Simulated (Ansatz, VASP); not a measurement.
**Two plane-wave programs on Ir**

Contents of POSCAR:

```
Ir
1.0
   -1.5445120434      1.5445120434      1.5445120434
    1.5445120434     -1.5445120434      1.5445120434
    1.5445120434      1.5445120434     -1.5445120434
Ir
1
Direct
    0.0000000000      0.0000000000      0.0000000000
```

File INCAR.step1:

```
PREC     = Accurate       # precision mode
ENCUT    = 600            # plane-wave cutoff, eV
ISMEAR   = 0              # smearing method
SIGMA    = 0.1            # smearing width, eV
LREAL    = False          # projectors in reciprocal space
LASPH    = True           # aspherical terms in the spheres
NELM     = 100            # most SCF steps
GGA      = PE             # functional
ALGO     = Normal         # electronic algorithm
EDIFF    = 1E-4           # SCF threshold, eV
LWAVE    = True           # write WAVECAR
LCHARG   = False          # write CHGCAR
```

INCAR.step2

```
PREC     = Accurate       # precision mode
ENCUT    = 600            # plane-wave cutoff, eV
EDIFF    = 1E-7           # SCF threshold, eV
ISMEAR   = 0              # smearing method
SIGMA    = 0.1            # smearing width, eV
LREAL    = False          # projectors in reciprocal space
LASPH    = True           # aspherical terms in the spheres
NELM     = 100            # most SCF steps
ALGO     = Normal         # electronic algorithm
ISIF     = 3              # what is computed and relaxed
LWAVE    = False          # write WAVECAR
LCHARG   = False          # write CHGCAR
METAGGA  = R2SCAN         # meta-GGA
LMIXTAU  = True         
IBRION   = 2              # ionic algorithm
NSW      = 100            # ionic steps
EDIFFG   = -0.01          # ionic threshold
ISTART   = 1
```

The input KPOINTS:

```
regular mesh
0
Gamma
  18 18 18
```

Input for Ansatz:

```yaml
crystal:
  lattice:
    - [-1.5445120434, 1.5445120434, 1.5445120434]
    - [1.5445120434, -1.5445120434, 1.5445120434]
    - [1.5445120434, 1.5445120434, -1.5445120434]
  atoms:
    - { symbol: Ir, position: [0.0, 0.0, 0.0] }
basis:
  ecutwfc: 500
kpoints:
  mp_grid: { grid: [18, 18, 18] }
hamiltonian:
  xc: r2scan
scf:
  occupations: { method: gaussian, width: 0.1 }
output:
  forces: true
  stress: true
  eigenvalues: true
relax:
  adjacent_minimum: "off"
  f_tol: 0.01
  max_steps: 80
  cell: { stress_tol: 0.05 }
```

Alike in both runs: task relaxation of cell and atoms; functional r2SCAN; k mesh 18 × 18 × 18; occupations gaussian, width 0.1 eV; no spin polarisation.

|  | VASP | Ansatz |
| --- | --- | --- |
| version | VASP 6.6.1 | Ansatz 0.2.0 |
| potentials or method | VASP PAW PBE potentials, release 64 (Ir) | scalar-relativistic, plane waves, PAW |
| plane-wave cutoff (eV) | 600 | 500 |
| valence electrons in the cell | 9 | 17 |

```csv
,VASP,Ansatz,Ansatz less VASP
"gap on the k mesh at the Fermi level, each at its own relaxed structure (eV)",none,none,-
relaxed volume (Å³/atom),14.82,14.72,-0.101
relaxed cell length with the largest relative difference (Å),2.680,2.674,-0.0061
```

A gap of «none» marks a metal or a gap that the smearing closes. The two sets of potentials don't hold the same shells in valence.

Caveats: the PAW data sets were made with another functional, which shifts forces and pressure a little (VASP). Spin-orbit coupling is left out, which matters for the levels of Ir.
